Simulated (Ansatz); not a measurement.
# Pt(111) with 4 layers of random Pt-Pd, 2x2: scattering by chemical disorder, part 2 of 2

Aim: the residual resistivity of a random alloy, from Pt(111) with 4 layers of random Pt-Pd, 2x2 and longer regions.

Ansatz 0.2.0; Ansatz plane-wave DFT, PBE, PAW files; ballistic transport by layer matching (Landauer), zero bias; PAW set soft_1.

So far. Step 3 (With 8 alloy layers): Over the solved energies the transmission per spin lies between 3.71 and 4.44, out of 6.75 channels of the lead on average (up to 7.14).

### Step 4. With 12 alloy layers

In 12 layers a share of 0.5 of the sites is given to Pd at random. A fresh draw is used; the growth of the resistance with length is what counts.

System of this step: Pt(111) with 12 layers of random Pt-Pd, 2x2. The cell holds 72 atoms: 48 Pt and 24 Pd. Cell: a = 5.546 Å, b = 5.546 Å, c = 40.757 Å, α = 90.0°, β = 90.0°, γ = 120.0°. It derives from Pt. Regions: lead, 24 atoms (24 Pt); scattering region, 48 atoms (24 Pd and 24 Pt). The structure is stacked along c, and the current runs across the ab planes.

File input.yaml:

```yaml
crystal:
  lattice:
    - [5.5462627489, 0.0, 0.0]
    - [-2.7731313745, 4.8032044366, 0.0]
    - [0.0, 0.0, 40.7565411427]
  atoms:
    - { symbol: Pt, position: [0.0, 0.0, 0.0277777778] }
    - { symbol: Pt, position: [0.0, 0.5, 0.0277777778] }
    - { symbol: Pt, position: [0.5, 0.0, 0.0277777778] }
    - { symbol: Pt, position: [0.5, 0.5, 0.0277777778] }
    - { symbol: Pt, position: [0.1666666667, 0.3333333333, 0.0833333333] }
    - { symbol: Pt, position: [0.1666666667, 0.8333333333, 0.0833333333] }
    - { symbol: Pt, position: [0.6666666667, 0.3333333333, 0.0833333333] }
    - { symbol: Pt, position: [0.6666666667, 0.8333333333, 0.0833333333] }
    - { symbol: Pt, position: [0.3333333333, 0.1666666667, 0.1388888889] }
    - { symbol: Pt, position: [0.3333333333, 0.6666666667, 0.1388888889] }
    - { symbol: Pt, position: [0.8333333333, 0.1666666667, 0.1388888889] }
    - { symbol: Pt, position: [0.8333333333, 0.6666666667, 0.1388888889] }
    - { symbol: Pd, position: [0.0, 0.0, 0.1944444444] }
    - { symbol: Pt, position: [0.0, 0.5, 0.1944444444] }
    - { symbol: Pd, position: [0.5, 0.0, 0.1944444444] }
    - { symbol: Pd, position: [0.5, 0.5, 0.1944444444] }
    - { symbol: Pd, position: [0.1666666667, 0.3333333333, 0.25] }
    - { symbol: Pt, position: [0.1666666667, 0.8333333333, 0.25] }
    - { symbol: Pd, position: [0.6666666667, 0.3333333333, 0.25] }
    - { symbol: Pt, position: [0.6666666667, 0.8333333333, 0.25] }
    - { symbol: Pt, position: [0.3333333333, 0.1666666667, 0.3055555556] }
    - { symbol: Pt, position: [0.3333333333, 0.6666666667, 0.3055555556] }
    - { symbol: Pt, position: [0.8333333333, 0.1666666667, 0.3055555556] }
    - { symbol: Pt, position: [0.8333333333, 0.6666666667, 0.3055555556] }
    - { symbol: Pd, position: [0.0, 0.0, 0.3611111111] }
    - { symbol: Pd, position: [0.0, 0.5, 0.3611111111] }
    - { symbol: Pt, position: [0.5, 0.0, 0.3611111111] }
    - { symbol: Pt, position: [0.5, 0.5, 0.3611111111] }
    - { symbol: Pd, position: [0.1666666667, 0.3333333333, 0.4166666667] }
    - { symbol: Pd, position: [0.1666666667, 0.8333333333, 0.4166666667] }
    - { symbol: Pt, position: [0.6666666667, 0.3333333333, 0.4166666667] }
    - { symbol: Pt, position: [0.6666666667, 0.8333333333, 0.4166666667] }
    - { symbol: Pd, position: [0.3333333333, 0.1666666667, 0.4722222222] }
    - { symbol: Pd, position: [0.3333333333, 0.6666666667, 0.4722222222] }
    - { symbol: Pd, position: [0.8333333333, 0.1666666667, 0.4722222222] }
    - { symbol: Pd, position: [0.8333333333, 0.6666666667, 0.4722222222] }
    - { symbol: Pt, position: [0.0, 0.0, 0.5277777778] }
    - { symbol: Pd, position: [0.0, 0.5, 0.5277777778] }
    - { symbol: Pt, position: [0.5, 0.0, 0.5277777778] }
    - { symbol: Pd, position: [0.5, 0.5, 0.5277777778] }
    - { symbol: Pd, position: [0.1666666667, 0.3333333333, 0.5833333333] }
    - { symbol: Pd, position: [0.1666666667, 0.8333333333, 0.5833333333] }
    - { symbol: Pd, position: [0.6666666667, 0.3333333333, 0.5833333333] }
    - { symbol: Pt, position: [0.6666666667, 0.8333333333, 0.5833333333] }
    - { symbol: Pt, position: [0.3333333333, 0.1666666667, 0.6388888889] }
    - { symbol: Pt, position: [0.3333333333, 0.6666666667, 0.6388888889] }
    - { symbol: Pt, position: [0.8333333333, 0.1666666667, 0.6388888889] }
    - { symbol: Pd, position: [0.8333333333, 0.6666666667, 0.6388888889] }
    - { symbol: Pt, position: [0.0, 0.0, 0.6944444444] }
    - { symbol: Pt, position: [0.0, 0.5, 0.6944444444] }
    - { symbol: Pt, position: [0.5, 0.0, 0.6944444444] }
    - { symbol: Pt, position: [0.5, 0.5, 0.6944444444] }
    - { symbol: Pt, position: [0.1666666667, 0.3333333333, 0.75] }
    - { symbol: Pd, position: [0.1666666667, 0.8333333333, 0.75] }
    - { symbol: Pd, position: [0.6666666667, 0.3333333333, 0.75] }
    - { symbol: Pd, position: [0.6666666667, 0.8333333333, 0.75] }
    - { symbol: Pt, position: [0.3333333333, 0.1666666667, 0.8055555556] }
    - { symbol: Pt, position: [0.3333333333, 0.6666666667, 0.8055555556] }
    - { symbol: Pd, position: [0.8333333333, 0.1666666667, 0.8055555556] }
    - { symbol: Pd, position: [0.8333333333, 0.6666666667, 0.8055555556] }
    - { symbol: Pt, position: [0.0, 0.0, 0.8611111111] }
    - { symbol: Pt, position: [0.0, 0.5, 0.8611111111] }
    - { symbol: Pt, position: [0.5, 0.0, 0.8611111111] }
    - { symbol: Pt, position: [0.5, 0.5, 0.8611111111] }
    - { symbol: Pt, position: [0.1666666667, 0.3333333333, 0.9166666667] }
    - { symbol: Pt, position: [0.1666666667, 0.8333333333, 0.9166666667] }
    - { symbol: Pt, position: [0.6666666667, 0.3333333333, 0.9166666667] }
    - { symbol: Pt, position: [0.6666666667, 0.8333333333, 0.9166666667] }
    - { symbol: Pt, position: [0.3333333333, 0.1666666667, 0.9722222222] }
    - { symbol: Pt, position: [0.3333333333, 0.6666666667, 0.9722222222] }
    - { symbol: Pt, position: [0.8333333333, 0.1666666667, 0.9722222222] }
    - { symbol: Pt, position: [0.8333333333, 0.6666666667, 0.9722222222] }
kpoints:
  mp_grid: { grid: [5, 5, 1] }
hamiltonian:
  xc: pbe
  pseudopotentials: { kind: paw, azcp: { folder: soft_1 } }
scf:
  occupations: { method: fermi_dirac, width: 0.1 }
output:
  transmission:
    leads: [[0, 4]]
    kmesh: [10, 10]
    e_range: [-0.05, 0.05]
    de: 0.05
  write_potential: true
  write_density: true
  volumetric_format: npy
```

Run with:

```sh
$ ansatz run input.yaml --threads 4 --pin off --max-ram 15360MiB --backend cpu --events-out ev --progress --plain --runs-dir out
```

Numbers of over 12 decimals in the logs are rounded to 6 here.

What it wrote:

```text
[...]
Crystal: 72 atoms, lattice volume = 1085.747 Å³
Basis set: ecut = 420 eV, 21305 PW (Γ)
Bands: 778, of which v1, the nominal top of the filled ones, is band 648 counted from 1 (647 counted from 0)
Symmetry: 1 space group operations
[...]
k-points: 13 of 25 (time reversal used)
[...]
SCF iter   1: F=—  HF=-768596.498996 eV  |F-HF|=—  |Δ(HF+E_count)|=         —  Δρ=1.68e-1  dr2=5.13e3  ethr=3.10e-3  ⟨swp⟩=4.0  Hψ=29698  notcnv=0  defer=359
[...]
SCF iter  12: F=-768538.187074 eV  HF=-768538.187074 eV  |F-HF|=3.57e-8  |Δ(HF+E_count)|=   8.61e-9  Δρ=5.57e-7  dr2=3.67e-8  ethr=7.72e-12  ⟨swp⟩=8.5  Hψ=33212  notcnv=0
SCF 1 converged in 12 iterations: F = -768538.187074 eV  dr2 = 3.67e-8
[...]
transmission: 376 of 3744 steps passed
transmission: 751 of 3744 steps passed
[...]
transmission: 3744 of 3744 steps passed
SCF converged after 12 iterations
Free energy (F): -768538.187074 eV
[...]
Internal energy: -768534.142712 eV  (E = F + TS)
E sigma→0 (E₀):  -768536.164893 eV
Entropy (-TS):   -4.044362 eV (-56.172 meV/atom)
Fermi energy:    21.968559 eV
[...]
--- Band table (eV; the first three rows and the last of 13) ---
  k-point 0: bands = [... 644 lower, 22.1462, 22.1546, 22.1716, 22.1770, 22.1839, 22.1881, 22.2026, 22.2158, ... 126 higher]
  k-point 1: bands = [... 644 lower, 21.9448, 21.9492, 21.9636, 21.9796, 22.0041, 22.0103, 22.0717, 22.0803, ... 126 higher]
  k-point 2: bands = [... 644 lower, 21.9151, 21.9432, 21.9680, 21.9877, 22.0041, 22.0096, 22.0243, 22.0375, ... 126 higher]
  k-point 12: bands = [... 644 lower, 21.9101, 21.9185, 21.9416, 21.9595, 21.9663, 21.9854, 21.9954, 22.0204, ... 126 higher]
--- Transmission ---
  basis      : 241 plane waves across, 72 finite elements along
  points     : 52, standing for a mesh of 10 x 10
[...]
channels       : 6.810000e0 a spin
[...]
junction   : crystal 0 to crystal 0, 0.70 to 39.19 Å
    transmission   : 3.596748e0 a spin
[...]
```

Run time: 34 min. Hardware: 4 threads of Arm Neoverse V1, shared host; peak memory 8.5 GiB.

Numbers from this step:

| Quantity | Value |
| --- | --- |
| free energy | -768538.1871 eV |
| energy at zero smearing | -768536.1649 eV |
| Fermi energy | 21.97 eV |
| transmission per spin nearest the Fermi level | 3.597 |
| open channels per spin nearest the Fermi level | 6.81 |
| step of the lead's potential | 13.1 meV |

Per spin. The transmission, zone mean by energy, zero at the Fermi level:

| energy (eV) | transmission, zone mean |
| --- | --- |
| -0.0500 | 3.98 |
| 0.0000 | 3.60 |
| 0.0500 | 3.35 |

Over the solved energies the transmission per spin lies between 3.35 and 3.98, out of 6.77 channels of the lead on average (up to 7.28).

### Step 5. The fit

This step: Ansatz plane-wave DFT, PBE, PAW files; ballistic transport by layer matching (Landauer), zero bias; residual resistivity from the slope of the area resistance, atoms on the host's lattice; PAW set soft_1 (Ansatz 0.2.0).

Numbers from this step:

```
resistivity           : 12.93 µΩ cm
intercept             : 0.08881 fΩ m²
scatter about the fit : 0.006704 fΩ m²
```

Resistance, by row:

| run | length (Å) | T | channels N | RA (fΩ m²) |
| --- | --- | --- | --- | --- |
| n4 | 9.057 | 4.841 | 6.753 | 0.2012 |
| n8 | 18.11 | 4.083 | 6.747 | 0.3325 |
| n12 | 27.17 | 3.644 | 6.767 | 0.4354 |

The area resistance by length of the alloy:

| length of the alloy (Å) | area resistance (fΩ m²) |
| --- | --- |
| 9.06 | 0.201 |
| 18.11 | 0.332 |
| 27.17 | 0.435 |

The area resistance goes from 0.20 to 0.44 fΩ m² between 9.1 and 27.2 Å, a slope of 13 µΩ cm.

By hand from the end points: (0.4354 − 0.2012) fΩ m² / (27.17 − 9.06) Å = 13 µΩ cm, since 1 fΩ m² per Å is 1000 µΩ cm.

### Step 6. Summary of results

```json
{"resistivity from the slope": "12.9 µΩ cm", "area resistance over 9.06 Å": "0.201 fΩ m²", "area resistance over 18.1 Å": "0.332 fΩ m²", "area resistance over 27.2 Å": "0.435 fΩ m²"}
```

What this shows: The slope gives 13 µΩ cm. The points scatter by 0.0067 fΩ m² about the line, with one random draw a length in a 2x2 cell, so the slope is a rough value. Read with a model of isotropic scattering on a spherical Fermi surface and the lead's 2.0×10¹⁵ S/m², this slope means a mean free path near 31 Å (a rough figure, since the alloy's own channel count differs); over these lengths the model's slope is 1.05 times its bulk resistivity, which would be 12 µΩ cm. The atoms sit on the host's lattice, so scattering by size misfit is left out. Spin-orbit coupling is left out, which matters for Pt.

[Logs are printed without paths, hosts, clocks, repeated set-up lines and the standing remarks that a program may print on its own settings, such as how far it seeks lower states.]

[Hosts, paths, dates, database ids (printed as entryN), source tags and the programs' standing remarks are cut or masked in the printed files.]
